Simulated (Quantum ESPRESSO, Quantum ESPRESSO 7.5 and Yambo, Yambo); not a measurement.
**Quasiparticle gap of GaN (F-43m) in Yambo**

Aim: the G0W0 gap of GaN (F-43m) on PBE, step by step.

Method: PBE and many-body steps on it, plane waves, in Quantum ESPRESSO 7.5 and Yambo 5.3.0.

**Experimental background.**

- Gap 3.23 eV: absorption onset (direct gap at Gamma) of unexcited film, from imaginary part of dielectric function; spectroscopic ellipsometry (steady-state reference of time-resolved measurement); 300 K; film on 3C-SiC/Si(001) (“Femtosecond pump-probe absorption edge spectroscopy of cubic GaN”, 2022, arxiv:2206.02223).

### 1. Starting point

The structure is cubic, space group F-43m (No. 216). Conventional cell: a = 4.507 Å, b = 4.507 Å, c = 4.507 Å, α = 90.00°, β = 90.00°, γ = 90.00°. Nearest to Ga lie 4 N at 1.95 Å. N has 4 Ga at 1.95 Å nearest. Farther neighbours and most contacts between anions are not listed.

As a file:

```cif
data_structure
_symmetry_space_group_name_H-M 'P 1'
_symmetry_Int_Tables_number 1
_cell_length_a 3.1869
_cell_length_b 3.1869
_cell_length_c 3.1869
_cell_angle_alpha 60.000
_cell_angle_beta 60.000
_cell_angle_gamma 60.000
_cell_volume 22.89
loop_
_atom_site_label
_atom_site_type_symbol
_atom_site_fract_x
_atom_site_fract_y
_atom_site_fract_z
_atom_site_occupancy
Ga1 Ga 0.00000 0.00000 0.00000 1
N2 N 0.75000 0.75000 0.75000 1
```

The cell and positions are those that the Materials Project relaxed with its own functionals (PBE, PBE+U or r2SCAN), kept fixed. This is not the form that GaN usually takes at ambient conditions.

### 2. Ground state

This step: Quantum ESPRESSO 7.5; DFT, PBE, plane waves, norm-conserving pseudopotentials.

The ground-state density comes first.

pw.in reads:

```
&control
  calculation = 'scf'
  prefix = 'x'
  outdir = 'o'
  pseudo_dir = 'pseudo'
/
&system
  ibrav = 0
  nat = 2
  ntyp = 2
  ecutwfc = 104.0
  nbnd = 18
  force_symmorphic = .true.
/
&electrons
  conv_thr = 1e-10
  electron_maxstep = 80
  mixing_beta = 0.5
/
ATOMIC_SPECIES
  Ga 69.723 Ga.upf
  N 14.007 N.upf
CELL_PARAMETERS angstrom
  0.0000000000 2.2535006075 2.2535006075
  2.2535006075 0.0000000000 2.2535006075
  2.2535006075 2.2535006075 0.0000000000
ATOMIC_POSITIONS crystal
  Ga 0.0000000000 0.0000000000 0.0000000000
  N 0.7500000000 0.7500000000 0.7500000000
K_POINTS automatic
  8 8 8 0 0 0
```

Command:

```bash
> OMP_NUM_THREADS=1 mpirun -n 4 pw.x -nk 4 -in pw.in > pw.out
```

Log:

```text
Program PWSCF v.7.5 starts

     This program is part of the open-source Quantum ESPRESSO suite
     for quantum simulation of materials; please cite
         "P. Giannozzi et al., J. Phys.:Condens. Matter 21 395502 (2009);
         "P. Giannozzi et al., J. Phys.:Condens. Matter 29 465901 (2017);
         "P. Giannozzi et al., J. Chem. Phys. 152 154105 (2020);
     in publications or presentations arising from this work. More details at
     Message from routine setup:
     using ibrav=0 with symmetry is DISCOURAGED, use correct ibrav instead

     G-vector sticks info

     bravais-lattice index     =            0
     lattice parameter (alat)  =       6.0224  a.u.
     unit-cell volume          =     154.4542 (a.u.)^3
     number of atoms/cell      =            2
     number of atomic types    =            2
     number of electrons       =        26.00
     number of Kohn-Sham states=           18
     kinetic-energy cutoff     =     104.0000  Ry
     charge density cutoff     =     416.0000  Ry
     scf convergence threshold =      1.0E-10
     mixing beta               =       0.5000
     number of iterations used =            8  plain     mixing
     Exchange-correlation= PBE
                           (   1   4   3   4   0   0   0)

     celldm(1)=   6.022427  celldm(2)=   0.000000  celldm(3)=   0.000000
     celldm(4)=   0.000000  celldm(5)=   0.000000  celldm(6)=   0.000000

     crystal axes: (cart. coord. in units of alat)
               a(1) = (   0.000000   0.707107   0.707107 )
               a(2) = (   0.707107   0.000000   0.707107 )
               a(3) = (   0.707107   0.707107   0.000000 )

     reciprocal axes: (cart. coord. in units 2 pi/alat)
               b(1) = ( -0.707107  0.707107  0.707107 )
               b(2) = (  0.707107 -0.707107  0.707107 )
               b(3) = (  0.707107  0.707107 -0.707107 )
     Pseudo is Norm-conserving + core correction, Zval = 21.0
     Generated using ONCVPSP code by D. R. Hamann
     Using radial grid of 1902 points,  6 beta functions with:
     Pseudo is Norm-conserving + core correction, Zval =  5.0
     Generated using ONCVPSP code by D. R. Hamann
     Using radial grid of 1058 points,  4 beta functions with:
     Ga               21.00    69.72300     Ga( 1.00)
     N                 5.00    14.00700     N ( 1.00)

     24 Sym. Ops. (no inversion) found

   Cartesian axes

     site n.     atom                  positions (alat units)
         1        Ga     tau(   1) = (   0.0000000   0.0000000   0.0000000  )
         2        N      tau(   2) = (   1.0606602   1.0606602   1.0606602  )

     number of k points=    29
                       cart. coord. in units 2pi/alat
        k(    1) = (   0.0000000   0.0000000   0.0000000), wk =   0.0039062
        k(    2) = (   0.0883883   0.0883883  -0.0883883), wk =   0.0312500
        k(    3) = (   0.1767767   0.1767767  -0.1767767), wk =   0.0312500
        k(    4) = (   0.2651650   0.2651650  -0.2651650), wk =   0.0312500
        k(    5) = (  -0.3535534  -0.3535534   0.3535534), wk =   0.0156250
        k(    6) = (   0.1767767   0.0000000   0.0000000), wk =   0.0234375
        k(    7) = (   0.2651650   0.0883883  -0.0883883), wk =   0.0937500
        k(    8) = (   0.3535534   0.1767767  -0.1767767), wk =   0.0937500
        k(    9) = (  -0.2651650  -0.4419417   0.4419417), wk =   0.0937500
        k(   10) = (  -0.1767767  -0.3535534   0.3535534), wk =   0.0937500
     [... 17 further rows ...]
        k(   28) = (  -0.7071068   0.1767767  -0.0000000), wk =   0.0468750
        k(   29) = (  -0.7071068   0.3535534   0.0000000), wk =   0.0234375

     Dense  grid:    22219 G-vectors     FFT dimensions: (  40,  40,  40)

     Initial potential from superposition of free atoms

     starting charge      25.9973, renormalised to      26.0000
     Starting wfcs are   17 randomized atomic wfcs +    1 random wfcs

     per-process dynamical memory:    24.1 Mb

     Self-consistent Calculation

     iteration #  1     ecut=   104.00 Ry     beta= 0.50

     total energy              =    -517.30218095 Ry
     estimated scf accuracy    <       0.51778606 Ry

     iteration #  2     ecut=   104.00 Ry     beta= 0.50

     total energy              =    -517.45397122 Ry
     estimated scf accuracy    <       0.10391810 Ry

     iteration #  3     ecut=   104.00 Ry     beta= 0.50

     total energy              =    -517.47172361 Ry
     estimated scf accuracy    <       0.00317001 Ry

     iteration #  4     ecut=   104.00 Ry     beta= 0.50

     total energy              =    -517.47189104 Ry
     estimated scf accuracy    <       0.00022929 Ry

     iteration #  5     ecut=   104.00 Ry     beta= 0.50

     total energy              =    -517.47194267 Ry
     estimated scf accuracy    <       0.00001201 Ry

     iteration #  6     ecut=   104.00 Ry     beta= 0.50

     total energy              =    -517.47194386 Ry
     estimated scf accuracy    <       0.00000521 Ry

     iteration #  7     ecut=   104.00 Ry     beta= 0.50

     total energy              =    -517.47194448 Ry
     estimated scf accuracy    <       0.00000003 Ry

     iteration #  8     ecut=   104.00 Ry     beta= 0.50

     total energy              =    -517.47194449 Ry
     estimated scf accuracy    <       0.00000005 Ry

     iteration #  9     ecut=   104.00 Ry     beta= 0.50

     total energy              =    -517.47194449 Ry
     estimated scf accuracy    <          1.3E-09 Ry

     iteration # 10     ecut=   104.00 Ry     beta= 0.50

     total energy              =    -517.47194449 Ry
     estimated scf accuracy    <          2.1E-10 Ry

     iteration # 11     ecut=   104.00 Ry     beta= 0.50

     End of self-consistent calculation

          k = 0.0000 0.0000 0.0000 (  2733 PWs)   bands (ev):

  -130.4589 -81.1977 -81.1977 -81.1977  -4.2755  -1.8860  -1.8860  -1.8860
    -1.5761  -1.5761  11.6293  11.6293  11.6293  13.3821  21.9917  21.9917
    21.9917  29.2607

          k = 0.0884 0.0884-0.0884 (  2755 PWs)   bands (ev):

  -130.4589 -81.1980 -81.1978 -81.1978  -4.1100  -1.8657  -1.8657  -1.8192
    -1.5777  -1.5777  10.1105  11.4684  11.4684  14.5249  21.2757  22.2265
    22.2265  28.8497

          k = 0.1768 0.1768-0.1768 (  2764 PWs)   bands (ev):

  -130.4589 -81.1984 -81.1979 -81.1979  -3.7464  -1.8263  -1.8263  -1.5708
    -1.5708  -1.5072   7.7858  11.1118  11.1118  15.7170  20.4400  22.4403
    22.4403  27.6520

          k = 0.2652 0.2652-0.2652 (  2776 PWs)   bands (ev):

     [... further k-points ...]

     highest occupied, lowest unoccupied level (ev):    11.6293   13.3821

!    total energy              =    -517.47194449 Ry
     estimated scf accuracy    <          4.6E-12 Ry

     The total energy is the sum of the following terms:
     one-electron contribution =    -389.77875459 Ry
     hartree contribution      =     200.88747372 Ry
     xc contribution           =     -57.95100086 Ry
     ewald contribution        =    -270.62966277 Ry

     convergence has been achieved in  11 iterations

     XML data file, charge density, pseudopotentials, collected wavefunctions

=------------------------------------------------------------------------------=
   JOB DONE.
=------------------------------------------------------------------------------=
```

Elapsed: 7.3 s, on 4 MPI ranks of Arm Neoverse V1, shared host; peak memory 0.24 GiB; 29 s of CPU time.

This step gave:

- total energy: -7040.5645 eV
- gap: 1.753 eV
- k of the valence top: 0, 0, 0
- k of the conduction bottom: 0, 0, 0
- least direct gap: 1.753 eV

The gap is direct, at Γ.

### 3. Bands along the symmetry lines

Levels along a band path, at the cheap level, show where the edges lie and whether the meshes to come will hold them.

pw.in reads:

```
&control
  calculation = 'bands'
  prefix = 'x'
  outdir = 'o'
  pseudo_dir = 'pseudo'
/
&system
  ibrav = 0
  nat = 2
  ntyp = 2
  ecutwfc = 104.0
  nbnd = 19
  force_symmorphic = .true.
/
&electrons
  conv_thr = 1e-9
  electron_maxstep = 80
  diago_full_acc = .true.
  diago_thr_init = 5e-6
/
ATOMIC_SPECIES
  Ga 69.723 Ga.upf
  N 14.007 N.upf
CELL_PARAMETERS angstrom
  0.0000000000 2.2535006075 2.2535006075
  2.2535006075 0.0000000000 2.2535006075
  2.2535006075 2.2535006075 0.0000000000
ATOMIC_POSITIONS crystal
  Ga 0.0000000000 0.0000000000 0.0000000000
  N 0.7500000000 0.7500000000 0.7500000000
K_POINTS crystal
  50
  0.00000000 0.00000000 0.00000000 1
  -0.06250000 -0.06250000 0.00000000 1
  -0.12500000 -0.12500000 0.00000000 1
  -0.18750000 -0.18750000 0.00000000 1
  -0.25000000 -0.25000000 0.00000000 1
  -0.31250000 -0.31250000 0.00000000 1
  -0.37500000 -0.37500000 0.00000000 1
  -0.43750000 -0.43750000 0.00000000 1
  -0.50000000 -0.50000000 0.00000000 1
  -0.48437500 -0.48437500 0.03125000 1
  -0.46875000 -0.46875000 0.06250000 1
  -0.45312500 -0.45312500 0.09375000 1
  -0.43750000 -0.43750000 0.12500000 1
  -0.42187500 -0.42187500 0.15625000 1
  -0.40625000 -0.40625000 0.18750000 1
  -0.39062500 -0.39062500 0.21875000 1
  -0.37500000 -0.37500000 0.25000000 1
  -0.37500000 0.00000000 0.37500000 1
  -0.32812500 0.00000000 0.32812500 1
  -0.28125000 0.00000000 0.28125000 1
  -0.23437500 0.00000000 0.23437500 1
  -0.18750000 0.00000000 0.18750000 1
  -0.14062500 0.00000000 0.14062500 1
  -0.09375000 0.00000000 0.09375000 1
  -0.04687500 0.00000000 0.04687500 1
  0.00000000 0.00000000 0.00000000 1
  0.00000000 0.00000000 0.06250000 1
  0.00000000 0.00000000 0.12500000 1
  0.00000000 0.00000000 0.18750000 1
  0.00000000 0.00000000 0.25000000 1
  0.00000000 0.00000000 0.31250000 1
  0.00000000 0.00000000 0.37500000 1
  0.00000000 0.00000000 0.43750000 1
  0.00000000 0.00000000 0.50000000 1
  -0.06250000 -0.03125000 0.46875000 1
  -0.12500000 -0.06250000 0.43750000 1
  -0.18750000 -0.09375000 0.40625000 1
  -0.25000000 -0.12500000 0.37500000 1
  -0.31250000 -0.15625000 0.34375000 1
  -0.37500000 -0.18750000 0.31250000 1
  -0.43750000 -0.21875000 0.28125000 1
  -0.50000000 -0.25000000 0.25000000 1
  -0.50000000 -0.28125000 0.21875000 1
  -0.50000000 -0.31250000 0.18750000 1
  -0.50000000 -0.34375000 0.15625000 1
  -0.50000000 -0.37500000 0.12500000 1
  -0.50000000 -0.40625000 0.09375000 1
  -0.50000000 -0.43750000 0.06250000 1
  -0.50000000 -0.46875000 0.03125000 1
  -0.50000000 -0.50000000 0.00000000 1
```

Log:

```text
[banner, memory and clock lines left out]
Program PWSCF v.7.5 starts

     Atomic positions and unit cell read from directory:
     o/x.save/

     Message from routine setup:
     using ibrav=0 with symmetry is DISCOURAGED, use correct ibrav instead

     G-vector sticks info

     bravais-lattice index     =            0
     lattice parameter (alat)  =       6.0224  a.u.
     unit-cell volume          =     154.4542 (a.u.)^3
     number of atoms/cell      =            2
     number of atomic types    =            2
     number of electrons       =        26.00
     number of Kohn-Sham states=           19
     kinetic-energy cutoff     =     104.0000  Ry
     charge density cutoff     =     416.0000  Ry
     Exchange-correlation= PBE
                           (   1   4   3   4   0   0   0)

     celldm(1)=   6.022427  celldm(2)=   0.000000  celldm(3)=   0.000000
     celldm(4)=   0.000000  celldm(5)=   0.000000  celldm(6)=   0.000000

     crystal axes: (cart. coord. in units of alat)
               a(1) = (   0.000000   0.707107   0.707107 )
               a(2) = (   0.707107   0.000000   0.707107 )
               a(3) = (   0.707107   0.707107   0.000000 )

     reciprocal axes: (cart. coord. in units 2 pi/alat)
               b(1) = ( -0.707107  0.707107  0.707107 )
               b(2) = (  0.707107 -0.707107  0.707107 )
               b(3) = (  0.707107  0.707107 -0.707107 )
     Pseudo is Norm-conserving + core correction, Zval = 21.0
     Generated using ONCVPSP code by D. R. Hamann
     Using radial grid of 1902 points,  6 beta functions with:
     Pseudo is Norm-conserving + core correction, Zval =  5.0
     Generated using ONCVPSP code by D. R. Hamann
     Using radial grid of 1058 points,  4 beta functions with:
     Ga               21.00    69.72300     Ga( 1.00)
     N                 5.00    14.00700     N ( 1.00)

     24 Sym. Ops. (no inversion) found

   Cartesian axes

     site n.     atom                  positions (alat units)
         1        Ga     tau(   1) = (   0.0000000   0.0000000   0.0000000  )
         2        N      tau(   2) = (   1.0606602   1.0606602   1.0606602  )

     number of k points=    50
                       cart. coord. in units 2pi/alat
        k(    1) = (   0.0000000   0.0000000   0.0000000), wk =   0.0400000
        k(    2) = (   0.0000000   0.0000000  -0.0883883), wk =   0.0400000
        k(    3) = (   0.0000000   0.0000000  -0.1767767), wk =   0.0400000
[...]
[... 38 further rows ...]
        k(   49) = (   0.0441942  -0.0000000  -0.7071068), wk =   0.0400000
        k(   50) = (   0.0000000   0.0000000  -0.7071068), wk =   0.0400000

     Dense  grid:    22219 G-vectors     FFT dimensions: (  40,  40,  40)

     The potential is recalculated from file :
     o/x.save/charge-density

     Starting wfcs are   17 randomized atomic wfcs +    2 random wfcs

     Band Structure Calculation

     End of band structure calculation

          k = 0.0000 0.0000 0.0000 (  2733 PWs)   bands (ev):

  -130.4589 -81.1977 -81.1977 -81.1977  -4.2755  -1.8859  -1.8859  -1.8859
    -1.5760  -1.5760  11.6293  11.6293  11.6293  13.3821  21.9917  21.9917
    21.9917  29.2607  30.4490

          k = 0.0000 0.0000-0.0884 (  2737 PWs)   bands (ev):

  -130.4589 -81.1977 -81.1977 -81.1977  -4.2176  -1.8758  -1.8758  -1.8719
[...]
22.1206  28.4048  29.9115

          k = 0.0000 0.0000-0.1768 (  2750 PWs)   bands (ev):

[...]
22.4817  26.2126  31.3175

          k =-0.0000 0.0000-0.2652 (  2754 PWs)   bands (ev):

[...]
k = 0.0000 0.0000-0.3536 (  2786 PWs)   bands (ev):

[...]
k = 0.0000-0.0000-0.4419 (  2766 PWs)   bands (ev):

[...]
k =-0.0000 0.0000-0.5303 (  2782 PWs)   bands (ev):

[...]
k = 0.0000-0.0000-0.6187 (  2770 PWs)   bands (ev):

[...]
k = 0.5303-0.0000-0.5303 (  2768 PWs)   bands (ev):

[...]
k = 0.0000 0.0000 0.0000 (  2733 PWs)   bands (ev):

[...]
k = 0.1326 0.0000-0.7071 (  2770 PWs)   bands (ev):

[...]
k = 0.0884-0.0000-0.7071 (  2774 PWs)   bands (ev):

[...]
k = 0.0442-0.0000-0.7071 (  2774 PWs)   bands (ev):

[...]
25.4643  25.6236  33.4304

          k = 0.0000 0.0000-0.7071 (  2778 PWs)   bands (ev):

  -130.4588 -81.1991 -81.1984 -81.1984  -3.2483  -1.8059  -1.5864  -1.5864
    -1.5005   0.1493   5.5189   8.9386   8.9386  15.0084  18.3286  23.3382
    25.5941  25.5941  33.3604

     XML data file, pseudopotentials, collected wavefunctions
```

Wall time 3.2 s (4 MPI ranks); peak memory 0.2 GiB; 12 s of CPU time.

This step gave:

* gap: 1.753 eV
* k of the valence top: 0, 0, 0
* k of the conduction bottom: 0, 0, 0
* least direct gap: 1.753 eV

The gap is 1.753 eV, as in the run before at this level.

The electronic bands at the labelled points (eV, zero at the top of the highest filled band):

| point | band 10 | band 11 | band 12 | band 13 | band 14 | band 15 | band 16 | band 17 |
| --- | --- | --- | --- | --- | --- | --- | --- | --- |
| Γ | -13.21 | 0.00 | 0.00 | 0.00 | 1.75 | 10.36 | 10.36 | 10.36 |
| halfway | -13.00 | -3.42 | -1.48 | -1.48 | 4.60 | 7.44 | 11.64 | 12.03 |
| X | -11.48 | -6.11 | -2.69 | -2.69 | 3.38 | 6.70 | 11.71 | 13.96 |
| halfway | -11.40 | -6.02 | -3.33 | -2.55 | 3.97 | 7.14 | 11.58 | 13.60 |
| U | -11.32 | -5.85 | -4.24 | -2.16 | 5.02 | 7.88 | 11.08 | 12.86 |
| jump to K | -11.32 | -5.85 | -4.24 | -2.16 | 5.02 | 7.88 | 11.08 | 12.86 |
| halfway | -12.84 | -4.18 | -2.11 | -0.53 | 5.23 | 8.53 | 9.65 | 11.19 |
| Γ | -13.21 | 0.00 | 0.00 | 0.00 | 1.75 | 10.36 | 10.36 | 10.36 |
| halfway | -13.14 | -3.84 | -0.52 | -0.52 | 4.09 | 8.81 | 10.81 | 10.81 |
| L | -11.92 | -7.02 | -0.96 | -0.96 | 4.67 | 8.73 | 10.40 | 10.40 |
| halfway | -11.60 | -6.39 | -2.99 | -1.76 | 6.65 | 7.03 | 10.11 | 11.73 |
| W | -11.20 | -5.68 | -3.68 | -3.62 | 6.23 | 8.40 | 10.30 | 11.13 |
| halfway | -11.34 | -5.93 | -3.20 | -3.17 | 4.60 | 7.50 | 11.47 | 12.28 |
| X | -11.48 | -6.11 | -2.69 | -2.69 | 3.38 | 6.70 | 11.71 | 13.96 |

The electronic bands as a text plot (rows in eV, shown from -8.0 to 7.8 only):

```
    7.4 |     ++       +++  ++                       + +     ++
    6.8 |       +++++++     ++                        ++       ++
    6.1 |                  +  ++                     +  ++++
    5.5 |                       +                   +       +
    4.8 |     ++         ++                    +++++         +
    4.1 |    +  +++    ++        ++         +++               +
    3.5 |  ++      ++++            ++      +                   ++
    2.8 |                                ++
    2.2 | +                          +  +
    1.5 |+                            ++
    0.9 |
    0.2 |*                         ******
   -0.5 | ***                   ******  *******
   -1.1 |    *              **** **            *******
   -1.8 |  ** ****         *       **    **         * *
   -2.4 |    *    *********     *          *         * **       *
   -3.1 |             **      ** **                   *  *   ***
   -3.7 |     **        *   **              *          ******
   -4.4 |       **       ***    *
   -5.0 |         *           **             **
   -5.7 |          **  *******                 *        *******
   -6.4 |            **                              ***       **
   -7.0 |                                       *****
   -7.7 |
         Γ           X  U|K            Γ         L        W     X
```

(Continued in part 2 of 3.)

[Paths, hosts, dates, memory and timing lines, banners, echoed tables and standing remarks are left out of the program output.]

[Logs are printed without paths, hosts, clocks, repeated set-up lines and the standing remarks that a program may print on its own settings, such as how far it seeks lower states.]

[Runs of the session that timed out or met a known fault of the program may be left out.]

[Hosts, paths, dates, database ids (printed as entryN), source tags and the programs' standing remarks are cut or masked in the printed files.]
